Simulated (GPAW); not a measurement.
# GaAs (F-43m) in GPAW: further runs, part 3 of 4

GPAW 26.7.0. The steps go on from the part before.

### Step 5. Born charges, AM05

The input, run.py:

```python
import json
import numpy as np
from ase import Atoms
from ase.constraints import FixSymmetry
from ase.filters import FrechetCellFilter
from ase.io import read, write
from ase.optimize import BFGS
from phonopy import Phonopy
from phonopy.structure.atoms import PhonopyAtoms
from gpaw import GPAW, PW, setup_paths
from gpaw.berryphase import polarization_phase

setup_paths.insert(0, '.')

atoms = read('GaAs.xyz')

calc = GPAW(mode=PW(600),
            xc='AM05',
            kpts={'size': (5, 5, 5), 'gamma': True},
            occupations={'name': 'fermi-dirac', 'width': 0.01},
            nbands=11,
            convergence={'density': 1e-06, 'eigenstates': 1e-09},
            maxiter=150,
            txt='gpaw.txt')
atoms.calc = calc
atoms.set_constraint(FixSymmetry(atoms))
BFGS(FrechetCellFilter(atoms), trajectory='relax.traj', logfile='-').run(fmax=0.005, steps=40)
atoms.set_constraint()
energy = atoms.get_potential_energy()
forces = atoms.get_forces()
stress = atoms.get_stress()
calc.write('gs.gpw')
write('result.traj', atoms)
print('Cell:', atoms.cell.cellpar().round(4))
print(atoms.get_scaled_positions().round(5))

n = len(atoms)
unit = PhonopyAtoms(symbols=atoms.get_chemical_symbols(), cell=atoms.cell[:], scaled_positions=atoms.get_scaled_positions())
ph = Phonopy(unit, supercell_matrix=np.eye(3, dtype=int), primitive_matrix=np.eye(3), symprec=1e-4)
ph.generate_displacements(distance=0.01, is_plusminus=True)
forces, phases = [], []
for i, move in enumerate(ph.dataset['first_atoms']):
    b = atoms.copy()
    b.positions[move['number']] += move['displacement']
    c = GPAW(mode=PW(510),
             xc='AM05',
             kpts={'size': (5, 5, 5), 'gamma': True},
             occupations={'name': 'fermi-dirac', 'width': 0.01},
             nbands=11,
             convergence={'density': 1e-06, 'eigenstates': 1e-09},
             maxiter=150,
             symmetry='off',
             txt=f'disp-{i:02d}.txt')
    b.calc = c
    f = b.get_forces()
    forces.append(f - f.mean(axis=0))
    c.write('disp.gpw', 'all')
    phases.append(polarization_phase(gpw_wfs='disp.gpw')['phase_c'])
    print(move['number'], np.round(move['displacement'], 4), 'phases', phases[-1].round(5), flush=True)

# each pair of opposite moves, with its images under the space group
ops, cell, spos = ph.symmetry.symmetry_operations, atoms.cell[:].T, atoms.get_scaled_positions()
moves, dipoles = [[] for a in atoms], [[] for a in atoms]
for move, up, down in zip(ph.dataset['first_atoms'][::2], phases[::2], phases[1::2]):
    dphi = (up - down + np.pi) % (2 * np.pi) - np.pi
    dp = dphi @ atoms.cell[:] / (2 * np.pi)  # e A
    for w, t in zip(ops['rotations'], ops['translations']):
        x = w @ spos[move['number']] + t - spos
        b = np.linalg.norm(x - x.round(), axis=1).argmin()
        R = cell @ w @ np.linalg.inv(cell)
        moves[b].append(R @ move['displacement'] * 2)
        dipoles[b].append(R @ dp)
Z = np.array([np.linalg.lstsq(np.array(u), np.array(p), rcond=None)[0].T for u, p in zip(moves, dipoles)])  # Z[a, i, j] = dp_i / du_j
ph.forces = forces
ph.produce_force_constants()
ph.symmetrize_force_constants()
H = ph.force_constants.transpose(0, 2, 1, 3).reshape((3 * n, 3 * n))
rule = Z.sum(axis=0)
print('Sum of the charges:')
print(rule.round(4))
Z -= rule / n
for a in atoms:
    print(a.symbol)
    print(Z[a.index].round(3))
w = np.repeat(atoms.get_masses()**-0.5, 3)
omega2, modes = np.linalg.eigh(H * w * w[:, None])
nu = np.sign(omega2) * abs(omega2)**0.5 * 521.4709  # cm^-1
dipoles = np.einsum('aij,ajm->mi', Z, (modes * w[:, None]).reshape((n, 3, -1)))  # e / amu^0.5
optical = np.argsort(abs(omega2))[3:]
eps_ion = sum(np.outer(dipoles[m], dipoles[m]) / omega2[m] for m in optical) * 4 * np.pi * 14.399645 / atoms.get_volume()
for m in range(3 * n):
    print(f'{nu[m]:9.2f} cm^-1  IR {(dipoles[m]**2).sum():8.4f} e^2/amu')
print('Lattice part of the dielectric tensor:')
print(eps_ion.round(3))
json.dump({'Z': Z.tolist(), 'rule': rule.tolist(), 'nu': nu.tolist(), 'ir': (dipoles**2).sum(1).tolist(), 'eps_ion': eps_ion.tolist()},
          open('born.json', 'w'))
```

The input, GaAs.xyz:

```xyz
2
Lattice="0.0000000000 2.8268500000 2.8268500000 2.8268500000 0.0000000000 2.8268500000 2.8268500000 2.8268500000 0.0000000000" Properties=species:S:1:pos:R:3 pbc="T T T"
As     4.2402750000      4.2402750000      4.2402750000
Ga     0.0000000000      0.0000000000      0.0000000000
```

Potentials or basis: PAW data sets generated in the run's folder for this functional, pw.

The run is started by

```sh
$ gpaw-setup -f AM05 As Ga
$ OMP_NUM_THREADS=1 python run.py
```

gpaw.txt:

```text
__  _  _
 | _ |_)|_||  |
 |__||  | ||/\| - 26.7.0

Input parameters:
  mode=PW(ecut=600.0),
  convergence={'density': 1e-06, 'eigenstates': 1e-09},
  kpts=MonkhorstPack(size=(5, 5, 5), gamma=True),
  maxiter=150,
  nbands=11,
  occupations=Occupations(name='fermi-dirac', width=0.01),
  xc=XC(name='AM05')

Diagonalizing LCAO Hamiltonian
Converting LCAO to pw mode

                    As

       Ga

Atoms  # Å, Bohr magnetons
|   | symbol |        x |        y |        z |    initial magnetic moments |
|---|--------|----------|----------|----------|-----------------------------|
| 0 |     As | 4.240275 | 4.240275 | 4.240275 | ( 0.0000,  0.0000,  0.0000) |
| 1 |     Ga | 0.000000 | 0.000000 | 0.000000 | ( 0.0000,  0.0000,  0.0000) |

Unit cell  # Å
| periodic |        x |        y |        z |  lengths |    angles |
|----------|----------|----------|----------|----------|-----------|
|      yes | 0.000000 | 2.826850 | 2.826850 | 3.997770 | 60.000000 |
|      yes | 2.826850 | 0.000000 | 2.826850 | 3.997770 | 60.000000 |
|      yes | 2.826850 | 2.826850 | 0.000000 | 3.997770 | 60.000000 |

Number of symmetries: 24
Symmetry operations  # r_c * U_cc + t_c -> r_c
|    | kind |            matrix            |
|----|------|------------------------------|
|  0 |  E   |  1, 0, 0,  0, 1, 0,  0, 0, 1 |
|  1 |  σ   |  1, 0, 0,  0, 0, 1,  0, 1, 0 |
|  2 |  σ   |  1, 0,-1,  0, 1,-1,  0, 0,-1 |
|  3 |  C3  |  1, 0,-1,  0, 0,-1,  0, 1,-1 |
|  4 |  C3  |  1,-1, 0,  0,-1, 1,  0,-1, 0 |
|  5 |  σ   |  1,-1, 0,  0,-1, 0,  0,-1, 1 |
|  6 |  σ   |  0, 1, 0,  1, 0, 0,  0, 0, 1 |
|  7 |  C3  |  0, 1, 0,  0, 0, 1,  1, 0, 0 |
|  8 |  C2  |  0, 1,-1,  1, 0,-1,  0, 0,-1 |
|  9 |  S4  |  0, 1,-1,  0, 0,-1,  1, 0,-1 |
| 10 |  C3  |  0, 0, 1,  1, 0, 0,  0, 1, 0 |
| 11 |  σ   |  0, 0, 1,  0, 1, 0,  1, 0, 0 |
| 12 |  S4  |  0, 0,-1,  1, 0,-1,  0, 1,-1 |
| 13 |  C3  |  0, 0,-1,  0, 1,-1,  1, 0,-1 |
[... 192 lines left out ...]
Stress tensor  # eV/Ang^3
|         x |         y |         z |
|-----------|-----------|-----------|
| -0.010301 |  0.000000 |  0.000000 |
|  0.000000 | -0.010301 | -0.000000 |
|  0.000000 | -0.000000 | -0.010301 |

Forces  # eV/Ang
|       x |        y |       z |
|---------|----------|---------|
| 0.00000 |  0.00000 | 0.00000 |  # As   0
| 0.00000 | -0.00000 | 0.00000 |  # Ga   1

Interpolating wave functions to new cell

                    As

       Ga

Atoms  # Å, Bohr magnetons
|   | symbol |        x |        y |        z |    initial magnetic moments |
|---|--------|----------|----------|----------|-----------------------------|
| 0 |     As | 4.247329 | 4.247329 | 4.247329 | ( 0.0000,  0.0000,  0.0000) |
| 1 |     Ga | 0.000000 | 0.000000 | 0.000000 | ( 0.0000,  0.0000,  0.0000) |
[... 216 lines left out ...]
Stress tensor  # eV/Ang^3
|         x |         y |         z |
|-----------|-----------|-----------|
| -0.007922 | -0.000000 |  0.000000 |
| -0.000000 | -0.007922 | -0.000000 |
|  0.000000 | -0.000000 | -0.007922 |

Forces  # eV/Ang
|       x |        y |        z |
|---------|----------|----------|
| 0.00000 | -0.00000 | -0.00000 |  # As   0
| 0.00000 |  0.00000 |  0.00000 |  # Ga   1

Interpolating wave functions to new cell

                    As

       Ga

Atoms  # Å, Bohr magnetons
|   | symbol |        x |        y |        z |    initial magnetic moments |
|---|--------|----------|----------|----------|-----------------------------|
| 0 |     As | 4.271419 | 4.271419 | 4.271419 | ( 0.0000,  0.0000,  0.0000) |
| 1 |     Ga | 0.000000 | 0.000000 | 0.000000 | ( 0.0000,  0.0000,  0.0000) |
[... 165 lines left out ...]
SCF iterations
|iter     | |      energy | eigst |  dens |
|---------|-|-------------|-------|-------|
|iter:   1| |   -8.515652 | -2.31 |       |
|iter:   2| |   -8.514831 | -4.73 | -1.83 |
|iter:   3| |   -8.509499 | -3.81 | -1.86 |
|iter:   4| |   -8.509242 | -5.03 | -2.61 |
|iter:   5| |   -8.509227c| -6.29 | -3.13 |
|iter:   6| |   -8.509226c| -6.91 | -3.60 |
|iter:   7| |   -8.509227c| -8.76 | -4.51 |
|iter:   8| |   -8.509227c|-10.10c| -4.92 |
|iter:   9| |   -8.509227c|-10.53c| -6.07c|

Converged in 9 steps
Energy contributions relative to reference atoms: (reference = -114236.859322)

Energy contributions:
  Kinetic:          22.817229
  Coulomb:         -20.251743
  Zero:              0.014479
  External:          0.000000
  Xc:              -11.089191
  Entropy:          -0.000000
  Spinorbit:         0.000000
  ----------------------------
  Free energy:      -8.509227
  Extrapolated:     -8.509227
[... 24 lines left out ...]
Stress tensor  # eV/Ang^3
|         x |         y |         z |
|-----------|-----------|-----------|
| -0.000227 | -0.000000 | -0.000000 |
| -0.000000 | -0.000227 |  0.000000 |
| -0.000000 |  0.000000 | -0.000227 |

Forces  # eV/Ang
|        x |       y |        z |
|----------|---------|----------|
| -0.00000 | 0.00000 | -0.00000 |  # As   0
|  0.00000 | 0.00000 | -0.00000 |  # Ga   1

Interpolating wave functions to new cell

                    As

       Ga

Atoms  # Å, Bohr magnetons
|   | symbol |        x |        y |        z |    initial magnetic moments |
|---|--------|----------|----------|----------|-----------------------------|
| 0 |     As | 4.272144 | 4.272144 | 4.272144 | ( 0.0000,  0.0000,  0.0000) |
| 1 |     Ga | 0.000000 | 0.000000 | 0.000000 | ( 0.0000,  0.0000,  0.0000) |
[... 165 lines left out ...]
SCF iterations
|iter     | |      energy | eigst |  dens |
|---------|-|-------------|-------|-------|
|iter:   1| |   -8.509237 | -5.26 |       |
|iter:   2| |   -8.509236 | -7.76 | -3.35 |
|iter:   3| |   -8.509231c| -6.85 | -3.38 |
|iter:   4| |   -8.509231c| -8.07 | -4.14 |
|iter:   5| |   -8.509231c| -9.33c| -4.66 |
|iter:   6| |   -8.509231c| -9.23c| -5.12 |
|iter:   7| |   -8.509231c| -9.97c| -6.03c|

Converged in 7 steps
Energy contributions relative to reference atoms: (reference = -114236.859322)

Energy contributions:
  Kinetic:          22.751147
  Coulomb:         -20.196142
  Zero:              0.014470
  External:          0.000000
  Xc:              -11.078706
  Entropy:          -0.000000
  Spinorbit:         0.000000
  ----------------------------
  Free energy:      -8.509231
  Extrapolated:     -8.509231
[... 24 lines left out ...]
Stress tensor  # eV/Ang^3
|         x |         y |         z |
|-----------|-----------|-----------|
| -0.000005 | -0.000000 | -0.000000 |
| -0.000000 | -0.000005 | -0.000000 |
| -0.000000 | -0.000000 | -0.000005 |

Forces  # eV/Ang
|        x |        y |        z |
|----------|----------|----------|
| -0.00000 | -0.00000 | -0.00000 |  # As   0
| -0.00000 | -0.00000 | -0.00000 |  # Ga   1

# Writing to gs.gpw (mode='')
```

Wall time 2.1 min (1 thread of Arm Neoverse V2, shared host); peak memory 0.38 GiB.

What came out:

```yaml
Free_energy: -8.5092 eV
Relaxed_volume: 23.10 Å³/atom
Relaxed_cell: a = 4.028 Å, b = 4.028 Å, c = 4.028 Å, α = 60.00°, β = 60.00°, γ = 60.00°
Space_group_after_relaxing_to_0.05_Å: F-43m (No. 216)
Pressure_after_relaxing: 0.0 GPa
Band_gap_on_the_k_mesh: 0.40 eV, direct
Born_charges_mean_of_the_diagonal: As -2.28; Ga +2.28 e
Highest_phonon_frequency_at_Γ_LO-TO_splitting_left_out: 268 cm⁻¹
```

Final structure:
```cif
data_structure
_symmetry_space_group_name_H-M 'P 1'
_symmetry_Int_Tables_number 1
_cell_length_a 4.0278
_cell_length_b 4.0278
_cell_length_c 4.0278
_cell_angle_alpha 60.000
_cell_angle_beta 60.000
_cell_angle_gamma 60.000
_cell_volume 46.21
loop_
_atom_site_label
_atom_site_type_symbol
_atom_site_fract_x
_atom_site_fract_y
_atom_site_fract_z
_atom_site_occupancy
As1 As 0.75000 0.75000 0.75000 1
Ga1 Ga 0.00000 0.00000 0.00000 1
```

Levels at points of the mesh, in eV from the valence-band top:
| k point | band 1 | band 2 | band 3 | band 4 | band 5 | band 6 | band 7 |
| --- | --- | --- | --- | --- | --- | --- | --- |
| (0.00, 0.00, 0.00) | -12.54 | 0.00 | 0.00 | 0.00 | 0.40 | 3.73 | 3.73 |

Phonon frequencies in cm⁻¹ (negative: imaginary):
```
              q point        frequencies
(0.000, 0.000, 0.000)  0 0 0 268 268 268
```

Born effective charge tensors (e):
atom 1, As
```
-2.28  0.00  0.00
 0.00 -2.28  0.00
 0.00  0.00 -2.28
```
atom 2, Ga
```
2.28 0.00 0.00
0.00 2.28 0.00
0.00 0.00 2.28
```

Caveat: the k mesh is coarse; the cutoff is short for stress and forces, so pressures can be off by a GPa or more; the LO-TO splitting is left out.

[end of part 3 of 4]
